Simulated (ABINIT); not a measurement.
# CaSe (Fm-3m): G0W0 with ABINIT, start to end, part 3 of 3

Aim: the G0W0 gap of CaSe (Fm-3m) on LDA, step by step.

ABINIT 10.8.3; LDA and many-body steps on it, plane waves. Known limits of the many-body steps: not at the basis limit; no spin-orbit coupling; coarse k mesh.

So far. Step 4 (Empty states on the mesh, 4×4×4 mesh, 60 bands): On this mesh the gap is 1.874 eV. Step 5 (Screening, 4×4×4 mesh, 56 bands, screening to 108.8 eV): Local fields lower ε∞ by 14 %. On a Γ-centred mesh this coarse the value itself is usually too large, while a short band sum pulls it down.

The database entry behind the starting cell differs from later determinations by our own check (0.1 to 0.3 % short, probably kX units), so it need not match the best structure at ambient conditions.

## 6. Self-energy, 4×4×4 mesh, 56 bands, screening to 108.8 eV

The self-energy is evaluated for the states that the input lists, and the levels follow from it, in one-shot runs by the linearised quasiparticle equation.

This step: G0W0 on LDA, plane waves, norm-conserving pseudopotentials.

Input file run.abi:

```
acell 3*1.0 Angstrom
rprim 
  -0.000000000000 2.956000000000 2.956000000000
  2.956000000000 -0.000000000000 2.956000000000
  2.956000000000 2.956000000000 -0.000000000000
ntypat 2
znucl 20 34
natom 2
typat 1 2
xred 
  0.000000000000 0.000000000000 0.000000000000
  0.500000000000 0.500000000000 0.500000000000
pp_dirpath "pseudos"
pseudos "Ca.upf, Se.upf"
ecut 48
ngkpt 4 4 4
nshiftk 1
shiftk 0 0 0
kptopt 1
chksymbreak 0
istwfk *1
occopt 1
irdwfk 1
optdriver 4
nband 56
gwcalctyp 0
ecutsigx 48
symsigma 1
nkptgw 2
kptgw 
  0.0000000000 0.0000000000 0.0000000000
  0.5000000000 0.5000000000 0.0000000000
bdgw 
  15 21
  16 19
ecuteps 4
irdscr 1
ppmodel 1
indata_prefix "in"
outdata_prefix "out"
tmpdata_prefix "tmp"
```

Launch:

```bash
$ OMP_NUM_THREADS=1 mpirun -n 4 abinit run.abi > log
```

Numbers of over 12 decimals in the logs are rounded to 6 here.

What it wrote:

```text
.Version 10.8.3 of ABINIT. v10.8.2 released Aug 2026.

 Symmetries : space group Fm -3 m (#225); Bravais cF (face-center cubic)
[... echo of the input left out ...]
== DATASET  1 ==================================================================
-   mpi_nproc: 4, omp_nthreads: 1 (-1 if OMP is not activated)

--- !DatasetInfo
iteration_state: {dtset: 1, }
dimensions: {natom: 2, nkpt: 8, mband: 56, nsppol: 1, nspinor: 1, nspden: 1, mpw: 5577, }
cutoff_energies: {ecut:  48.0, pawecutdg:  -1.0, }
electrons: {nelect:   3.40000000E+01, charge:   0.00000000E+00, occopt:   1.00000000E+00, tsmear:   1.00000000E-02, }

 SIGMA: Calculation of the GW corrections

 Based on a program developped by R.W. Godby, V. Olevano, G. Onida, and L. Reining.
 Incorporated in ABINIT by V. Olevano, G.-M. Rignanese, and M. Torrent.
.Using double precision arithmetic ; gwpc =  8

[... cell and pseudopotentials left out ...]
--------------------------------------------------------------------------------

 ==== K-mesh for the wavefunctions ====
 Number of points in the irreducible wedge :     8
[... list of points left out ...]
 Together with 48 symmetry operations and time-reversal symmetry
 yields    64 points in the full Brillouin Zone.

 ==== Q-mesh for screening function ====
 Number of points in the irreducible wedge :     8
[... list of points left out ...]
 Together with 48 symmetry operations and time-reversal symmetry
 yields    64 points in the full Brillouin Zone.

 vcoul_init : cutoff-mode = AUXILIARY_FUNCTION
 q-points for optical limit:   1
     1)      0.000010    0.000020    0.000030
 setmesh: FFT mesh size selected  =    50x   50x   50
          total number of points  =       125000

 Number of electrons calculated from density =   34.0000; Expected =   34.0000
 average of density, n =  0.097530
 r_s =    1.3477
 omega_plasma =   30.1249 [eV]

 === KS Band Gaps ===
  >>>> For spin  1
   Minimum direct gap =   2.8166 [eV], located at k-point      :   0.5000  0.5000  0.0000
   Fundamental gap    =   1.8738 [eV], Top of valence bands at :   0.0000  0.0000  0.0000
                                       Bottom of conduction at :   0.5000  0.5000  0.0000
 SIGMA fundamental parameters:
 PLASMON POLE MODEL  1
 number of plane-waves for SigmaX                 5577
 number of plane-waves for SigmaC and W            137
 number of plane-waves for wavefunctions          5577
 number of bands                                    56
 number of independent spin polarizations            1
 number of spinorial components                      1
 number of k-points in IBZ                           8
 number of q-points in IBZ                           8
 number of symmetry operations                      48
 number of k-points in BZ                           64
 number of q-points in BZ                           64
 number of frequencies for dSigma/dE                 9
 frequency step for dSigma/dE [eV]                0.25
 number of omega for Sigma on real axis              0
 max omega for Sigma on real axis  [eV]           0.00
 zcut for avoiding poles [eV]                     0.10

 EPSILON^-1 parameters (SCR file):
 dimension of the eps^-1 matrix on file            137
 dimension of the eps^-1 matrix used               137
 number of plane-waves for wavefunctions          5577
 number of bands                                    56
 number of q-points in IBZ                           8
 number of frequencies                               2
 number of real frequencies                          1
 number of imag frequencies                          1

 matrix elements of self-energy operator (all in [eV])

 Perturbative Calculation

--- !SelfEnergy_ee
iteration_state: {dtset: 1, }
kpoint     : [   0.000,    0.000,    0.000, ]
spin       : 1
KS_gap     :    3.093
QP_gap     :    4.189
Delta_QP_KS:    1.096
data: !SigmaeeData |
     Band     E0 <VxcDFT>   SigX SigC(E0)      Z dSigC/dE  Sig(E)    E-E0       E
       15   4.497 -14.498 -16.679   2.035   0.803  -0.245 -14.615  -0.117   4.380
       16   4.497 -14.498 -16.679   2.035   0.803  -0.245 -14.615  -0.117   4.380
       17   4.497 -14.498 -16.679   2.035   0.803  -0.245 -14.615  -0.117   4.380
       18   7.590 -11.006  -6.321  -3.499   0.825  -0.212 -10.028   0.978   8.569
       19   8.050 -12.301  -6.145  -4.072   0.812  -0.232 -10.610   1.692   9.742
       20   8.050 -12.301  -6.145  -4.072   0.812  -0.232 -10.610   1.692   9.742
       21   8.050 -12.301  -6.145  -4.072   0.812  -0.232 -10.610   1.692   9.742

--- !SelfEnergy_ee
iteration_state: {dtset: 1, }
kpoint     : [   0.500,    0.500,    0.000, ]
spin       : 1
KS_gap     :    2.817
QP_gap     :    4.314
Delta_QP_KS:    1.497
data: !SigmaeeData |
     Band     E0 <VxcDFT>   SigX SigC(E0)      Z dSigC/dE  Sig(E)    E-E0       E
       16   3.554 -13.651 -16.273   2.223   0.799  -0.252 -13.970  -0.319   3.235
       17   3.554 -13.651 -16.273   2.223   0.799  -0.252 -13.970  -0.319   3.235
       18   6.371 -10.383  -5.401  -3.546   0.820  -0.219  -9.205   1.179   7.549
       19   9.344 -10.420  -5.362  -3.832   0.822  -0.216  -9.412   1.008  10.352

== END DATASET(S) ==============================================================
================================================================================

 -outvars: echo values of variables after computation  --------
           etotal      0.0000000000E+00
            nband          56
             nkpt           8
          spgroup         225
 [... the other variables as echoed above ...]

 Calculation completed.
```

Run time: 4.8 s. Hardware: 4 MPI ranks of Arm Neoverse V2, shared host; peak memory 1.1 GiB.

This step gave:

```yaml
g0w0_gap_on_the_points_computed: 3.169 eV
starting_gap_on_the_mesh: 1.874 eV
k_of_the_valence_top: 0, 0, 0
k_of_the_conduction_bottom: 0.5, 0.5, 0
z_at_the_valence_top: 0.803
z_at_the_conduction_bottom: 0.82
least_direct_g0w0_gap_on_the_computed_points: 4.189 eV
```

The gap on the mesh goes from 1.87 eV to 3.17 eV, a correction of +1.30 eV.

Limits: finite bands, cutoff and mesh; no spin-orbit coupling; coarse k mesh. v1 is the top filled band, c1 the lowest empty one. Levels before and after the correction, in eV, zero at the valence-band top of each column:

|  | conduction bottom | valence top |
| --- | --- | --- |
| Kohn-Sham | 1.87 | 0.00 |
| G0W0 | 3.17 | 0.00 |

|  | level | energy (eV) |
| --- | --- | --- |
| Kohn-Sham | Γ v3-v1 | 0.000 |
| Kohn-Sham | Γ c1 | 3.093 |
| Kohn-Sham | Γ c2-c4 | 3.553 |
| Kohn-Sham | (0.5 0.5 0) v2-v1 | -0.943 |
| Kohn-Sham | (0.5 0.5 0) c1 | 1.874 |
| Kohn-Sham | (0.5 0.5 0) c2 | 4.847 |
| G0W0 | Γ v3-v1 | 0.000 |
| G0W0 | Γ c1 | 4.189 |
| G0W0 | Γ c2-c4 | 5.362 |
| G0W0 | (0.5 0.5 0) v2-v1 | -1.145 |
| G0W0 | (0.5 0.5 0) c1 | 3.169 |
| G0W0 | (0.5 0.5 0) c2 | 5.972 |

## 7. Where the time went

Times are wall times on 4 MPI ranks of Arm Neoverse V2, shared host, good to a factor of about two.

| step | time | share | memory (GiB) |
| --- | --- | --- | --- |
| ground state | 17 s | 21 % | 0.37 |
| bands along the symmetry lines | 30 s | 36 % | 0.37 |
| empty states on the mesh | 17 s | 21 % | 0.32 |
| screening | 14 s | 17 % | 0.9 |
| self-energy | 4.8 s | 6 % | 1.1 |

## 8. Outcome

| Property | Result |
| --- | --- |
| LDA gap | 1.87 eV, indirect |
| G0W0 gap on the mesh | 3.17 eV |
| GW settings | 4×4×4 mesh, 56 bands, screening to 108.8 eV, Godby-Needs plasmon pole |
| known limits | not at the basis limit; no spin-orbit coupling; coarse k mesh |

What this shows: G0W0 moves the gap on the mesh from 1.87 eV to 3.17 eV (+1.30 eV), with Z of 0.80 and 0.82 at the edges. Local fields lower the RPA ε∞ on this mesh from 7.29 to 6.27; a Γ-centred mesh this coarse tends to raise both, most where the direct gap is narrow, while a short band sum lowers them. Only 2 of the mesh's irreducible points were corrected, so a valley elsewhere could overtake. The dearest step here is «bands along the symmetry lines». Bands and cutoff are finite, so the gap is not at the basis limit. The miss can reach some tenths of an eV and take either sign; the mesh is an error of its own. In the G0W0 run levels were corrected at 2 k points alone, so a gap called «on the mesh» is the least over those, and an edge elsewhere would be missed. The 4×4×4 mesh is coarse for this cell, which bears on the long-range parts of exchange and screening. The many-body steps are scalar-relativistic: spin-orbit coupling is not in them.

[Paths, hosts, dates, memory and timing lines, banners, echoed tables and standing remarks are left out of the program output.]

[Logs are printed without paths, hosts, clocks, repeated set-up lines and the standing remarks that a program may print on its own settings, such as how far it seeks lower states.]

[Runs of the session that timed out or met a known fault of the program may be left out.]

[Hosts, paths, dates, database ids (printed as entryN), source tags and the programs' standing remarks are cut or masked in the printed files.]

[G0W0 gaps are taken among the corrected bands and points alone; a level outside them can change the order at an edge.]

[Where Ansatz stands beside ABINIT at settings called matched, ABINIT's density can come from a denser mesh and the files from another edition; pairs whose starting gaps differed by over 0.03 eV were left out, so agreement reads better than it is.]
